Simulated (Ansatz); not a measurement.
NaI (started from an entry of an open crystallographic database), relaxed with r2SCAN, was run in Ansatz 0.2.0 under altered settings. All numbers are computed, without spin polarisation but where a row says otherwise.

```yaml
crystal:
  lattice:
    - [0.00000, 3.22963, 3.22963]
    - [3.22963, 0.00000, 3.22963]
    - [3.22963, 3.22963, 0.00000]
  atoms:
    - { symbol: Na, position: [0.00000, 0.00000, 0.00000] }
    - { symbol: I, position: [0.50000, 0.50000, 0.50000] }
```

The base run's other keys:
```yaml
kpoints:
  mp_grid: { grid: [4, 4, 4] }
hamiltonian:
  xc: hse06
scf:
  occupations: { method: fixed }
  n_extra_bands: 4
```

It takes 10 iterations with 1363 plane waves at 420 eV and 8 k points, and leaves a mean stress of +0.27 GPa. The gap over this mesh is 4.694 eV.

Outcomes, with energy and stress as changes against the base:
```
                                    setting        outcome  ΔF (meV/atom)  Δ mean stress (GPa)  gap on the mesh (eV)  iterations
   PBE hybrid, exx coeff 1.5, omega 0.3 1/Å        refused              –                    –                     –           –
PBE hybrid, exx coeff 1.0, omega 0.2078 1/Å      converged              –                 -0.8                 8.016          19
   PBE hybrid, exx coeff 0.3, omega 0.5 1/Å      converged              –                 +0.1                 4.285          10
     PBE hybrid, exx coeff 0.75, unscreened      converged              –                 -0.7                 8.946          16
                 hamiltonian.dispersion: d4      converged           -155                 -0.8                 4.694          10
           scf.occupations: fermi_dirac 1.5  not converged              –                    –                     –          19
```
A dash marks a value that wasn't obtained or can't be compared. Stress is positive in compression.

- PBE hybrid, exx coeff 1.5, omega 0.3 1/Å. It is rejected at once. Error: invalid value for `hamiltonian.xc.exx.coeff`: must be finite and in (0, 1]; got 1.5
- PBE hybrid, exx coeff 1.0, omega 0.2078 1/Å. That is 100 % exact exchange, screened with ω = 0.2078 1/Å, against HSE06's 25 % screened at 0.208 1/Å. The mean stress moves by -0.8 GPa and the gap on the mesh by +3.322 eV (to 8.016). Totals of different functionals aren't comparable.
- PBE hybrid, exx coeff 0.3, omega 0.5 1/Å. That is 30 % exact exchange, screened with ω = 0.5 1/Å, against HSE06's 25 % screened at 0.208 1/Å. The mean stress moves by +0.1 GPa and the gap on the mesh by -0.409 eV (to 4.285). Totals of different functionals aren't comparable.
- PBE hybrid, exx coeff 0.75, unscreened. That is 75 % exact exchange, at all ranges, against HSE06's 25 % screened at 0.208 1/Å. The mean stress moves by -0.7 GPa and the gap on the mesh by +4.252 eV (to 8.946). Totals of different functionals aren't comparable.
- hamiltonian.dispersion: d4. The free energy moves by -155 meV an atom, the mean stress by -0.8 GPa and the gap on the mesh by 0.000 eV (to 4.694). A pairwise correction adds to energy, forces and stress and leaves the bands alone.
- scf.occupations: fermi_dirac 1.5. The loop closes, but the program refuses the state that it reached. Error: refused after 3 iterations: little_group_invariance = 1.59e-2 (threshold 2.00e-3); the state that met every other criterion of the hybrid outer loop has lost the crystal's symmetry and is not regaining it fast enough for `scf.exx.max_outer_iter` (outer cycles, not inner-SCF steps) […]

No spin-orbit coupling is included; it can move band edges with weight on the heavy atoms by tenths of an eV.

The program warns that its thresholds are loose for a hybrid's stress.

The meshes of the hybrids are coarse, so their gaps aren't converged to the digits shown.
